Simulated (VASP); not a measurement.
Set up this calculation in VASP 6.6.1, as the native input.

| Quantity | Value |
| --- | --- |
| Task | relaxation of cell and atoms |
| Functional | RPBE |
| Potentials or basis | VASP PAW PBE potentials, release 64 (Ga_d, As) |
| Cutoff | 600 eV |
| k mesh | 10 × 10 × 10 |
| Occupations | gaussian, width 0.03 eV |
| Spin | no spin polarisation |
| Further INCAR settings | ALGO = Normal; EDIFF = 1e-06; IBRION = 2; EDIFFG = -0.01; NSW = 90; ISIF = 3 |

The structure of GaAs lies in POSCAR:

```
GaAs
1.0
    0.0000000000      2.8268500000      2.8268500000
    2.8268500000      0.0000000000      2.8268500000
    2.8268500000      2.8268500000      0.0000000000
Ga As
1 1
Direct
    0.0000000000      0.0000000000      0.0000000000
    0.2500000000      0.2500000000      0.2500000000
```

One way to write it, as run:

INCAR

```
SYSTEM = GaAs
PREC     = Accurate       ! precision mode
ENCUT    = 600            ! plane-wave cutoff, eV
EDIFF    = 1E-6           ! SCF threshold, eV
ISMEAR   = 0              ! smearing method
SIGMA    = 0.03           ! smearing width, eV
LREAL    = .FALSE.        ! projectors in reciprocal space
LASPH    = .TRUE.         ! aspherical terms in the spheres
NELM     = 80             ! most SCF steps
ALGO     = Normal         ! electronic algorithm
ISIF     = 3              ! what is computed and relaxed
LWAVE    = .FALSE.        ! write WAVECAR
LCHARG   = .FALSE.        ! write CHGCAR
GGA      = RP             ! functional
IBRION   = 2              ! ionic algorithm
NSW      = 90             ! ionic steps
EDIFFG   = -0.01          ! ionic threshold
```

KPOINTS

```
regular mesh
0
G
  10 10 10
  0 0 0
```

Potentials or basis: VASP PAW PBE potentials, release 64 (Ga_d, As).

Run with:

```bash
$ cat potpaw_PBE.64/Ga_d/POTCAR potpaw_PBE.64/As/POTCAR > POTCAR
$ mpirun -np 1 vasp_std > vasp.out
```

Results of the run:

```json
{
  "Relaxed volume": "24.50 Å³/atom",
  "Relaxed cell": "a = 4.108 Å, b = 4.108 Å, c = 4.108 Å, α = 60.00°, β = 60.00°, γ = 60.00°",
  "Space group after relaxing (to 0.05 Å)": "F-43m (No. 216)",
  "Energy gained by relaxing": "29.6 meV/atom",
  "Ionic steps": "3",
  "Pressure after relaxing": "0.0 GPa",
  "Band gap on the k mesh": "0.05 eV, direct"
}
```

Caveat: the PAW data sets were made with another functional, which shifts forces and pressure a little.

Run time: 26 s on 1 thread of Intel(R) Xeon(R) 6975P-C (Granite Rapids) (shared host), peak memory 0.21 GiB.
